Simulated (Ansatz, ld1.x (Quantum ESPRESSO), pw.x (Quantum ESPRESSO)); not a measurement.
**Equation-of-state test of one TM potential (rhenium (Re))**

rhenium, norm-conserving Troullier–Martins (Kleinman–Bylander form), made with ld1.x (Quantum ESPRESSO) 7.5 (PBE, scalar-relativistic). Core [Xe] 4f14, reference 5d5 6s1.5 6p0 (charge +0.5). Waves: 6s (bound): rc 2.60 bohr; 6p (bound, empty): rc 3.65 bohr; 5d (bound): rc 1.55 bohr. Local part: all-electron potential smoothed inside 1.65 bohr (lloc = -1). Core correction: none.

Crystal test: bcc Re in pw.x 7.5, no spin, 15³ k-points, Fermi–Dirac smearing 0.01 Ry, cutoffs 70/280 Ry. The reference is all-electron LAPW (Ansatz 0.2.0) with the same functional, mesh and smearing; V0 and B0 come from Birch–Murnaghan fits to the pressures at five volumes. Errors are pseudo minus all-electron; Δ is the rms difference of the E(V) curves that follow from these fits, minima aligned, over ±6 % about the mean V0. Mesh and smearing are coarse, so the numbers serve the comparison and aren't converged zero-temperature values; the lattice is a test structure that the element need not adopt.

```
V (Å³/atom)  P all-electron (GPa)  P pseudo (GPa)
     14.327                 21.30           80.15
     14.704                 10.39           69.00
     15.081                  0.89           59.05
     15.458                 -7.39           50.19
     15.835                -14.60           42.26
```

All-electron: a0 = 3.115 Å (V0 = 15.12 Å³/atom), B0 = 350.4 GPa.

Pseudopotential: mean pressure error (GPa): +58.01. The pressure does not cross zero within the volumes sampled, so no fit is given. The largest radius (3.65 bohr) exceeds half the bond length (2.55 bohr), so the spheres overlap, which is one possible source of error among others. This is a poor potential for the solid. Note: ghost states, extra bound levels that the all-electron valence spectrum of the same l lacks: s at -99.4 eV, p at -29.8 eV. A true bound ghost makes a file unfit for plane-wave use.

Question: At the middle volume, how do free energy and pressure move when the wave cutoff is lowered (ecutrho kept at four times it)?

Answer:

```tsv
cutoff (Ry)	shift of F (meV/atom)	shift of P (GPa)
32	+826.4	-39.35
42	+95.1	-6.12
56	+6.9	-0.09
```

Input at the middle volume:

```
&control
  calculation='scf', prefix='x', pseudo_dir='./', outdir='./tmp', tstress=.true., disk_io='none'
/
&system
  ibrav=0, nat=1, ntyp=1, ecutwfc=70, ecutrho=280, nbnd=11,
  occupations='smearing', smearing='fd', degauss=0.01
/
&electrons
  conv_thr=1e-09, mixing_beta=0.4, electron_maxstep=70
/
ATOMIC_SPECIES
Re 1.0 Re.UPF
CELL_PARAMETERS angstrom
  -1.55640774 1.55640774 1.55640774
  1.55640774 -1.55640774 1.55640774
  1.55640774 1.55640774 -1.55640774
ATOMIC_POSITIONS crystal
Re 0.0000 0.0000 0.0000
K_POINTS automatic
15 15 15 0 0 0
```

```bash
pw.x < Re.scf.in > Re.scf.out
```

Lines of the output:

```
Message from routine setup:
     using ibrav=0 with symmetry is DISCOURAGED, use correct ibrav instead
     lattice parameter (alat)  =       5.0943  a.u.
     unit-cell volume          =     101.7716 (a.u.)^3
     number of electrons       =         7.00
     number of Kohn-Sham states=           11
     kinetic-energy cutoff     =      70.0000  Ry
     charge density cutoff     =     280.0000  Ry
     scf convergence threshold =      1.0E-09
     Exchange-correlation= PBE
     number of k points=   120  Fermi-Dirac smearing, width (Ry)=  0.0100
     iteration #  1     ecut=    70.00 Ry     beta= 0.40
     total energy              =     -31.40160842 Ry
     estimated scf accuracy    <      22.81393980 Ry
     iteration #  2     ecut=    70.00 Ry     beta= 0.40
     total energy              =     -34.89470511 Ry
     estimated scf accuracy    <       1.32913339 Ry
     iteration #  3     ecut=    70.00 Ry     beta= 0.40
     total energy              =     -34.77761784 Ry
     estimated scf accuracy    <       0.38863160 Ry
     iteration #  4     ecut=    70.00 Ry     beta= 0.40
     total energy              =     -34.69288829 Ry
     estimated scf accuracy    <       0.48915612 Ry
     iteration #  5     ecut=    70.00 Ry     beta= 0.40
     total energy              =     -34.83566969 Ry
     estimated scf accuracy    <       0.04163984 Ry
     iteration #  6     ecut=    70.00 Ry     beta= 0.40
     total energy              =     -34.82146873 Ry
     estimated scf accuracy    <       0.04021214 Ry
     iteration #  7     ecut=    70.00 Ry     beta= 0.40
     total energy              =     -34.82458645 Ry
     estimated scf accuracy    <       0.00296817 Ry
     iteration #  8     ecut=    70.00 Ry     beta= 0.40
     total energy              =     -34.82463508 Ry
     estimated scf accuracy    <       0.00133292 Ry
     iteration #  9     ecut=    70.00 Ry     beta= 0.40
     total energy              =     -34.82434785 Ry
     estimated scf accuracy    <       0.00119506 Ry
     iteration # 10     ecut=    70.00 Ry     beta= 0.40
     total energy              =     -34.82440676 Ry
     estimated scf accuracy    <       0.00023684 Ry
     iteration # 11     ecut=    70.00 Ry     beta= 0.40
     total energy              =     -34.82432646 Ry
     estimated scf accuracy    <       0.00022419 Ry
     iteration # 12     ecut=    70.00 Ry     beta= 0.40
     total energy              =     -34.82435469 Ry
     estimated scf accuracy    <       0.00000263 Ry
     iteration # 13     ecut=    70.00 Ry     beta= 0.40
     total energy              =     -34.82435537 Ry
     estimated scf accuracy    <          5.8E-09 Ry
     iteration # 14     ecut=    70.00 Ry     beta= 0.40
     total energy              =     -34.82435538 Ry
     estimated scf accuracy    <          1.8E-09 Ry
     iteration # 15     ecut=    70.00 Ry     beta= 0.40
     total energy              =     -34.82435538 Ry
     estimated scf accuracy    <       0.00000002 Ry
     iteration # 16     ecut=    70.00 Ry     beta= 0.40
     the Fermi energy is    15.9780 ev
!    total energy              =     -34.82435538 Ry
     estimated scf accuracy    <          2.0E-10 Ry
     smearing contrib. (-TS)   =      -0.00415870 Ry
     The total energy is F=E-TS. E is the sum of the following terms:
     one-electron contribution =      -2.57771939 Ry
     hartree contribution      =       4.94459602 Ry
     xc contribution           =      -6.87234007 Ry
     ewald contribution        =     -30.31473325 Ry
     convergence has been achieved in  16 iterations
          total   stress  (Ry/bohr**3)                   (kbar)     P=      590.55
     Message from routine punch:
     Nothing written, as per user request (disk_io='none')
```

The run at the middle volume (120 k-points, 16 iterations) took about 30 s on one core of a shared host (Neoverse-V1, 32 threads, 247 GiB, load 27).
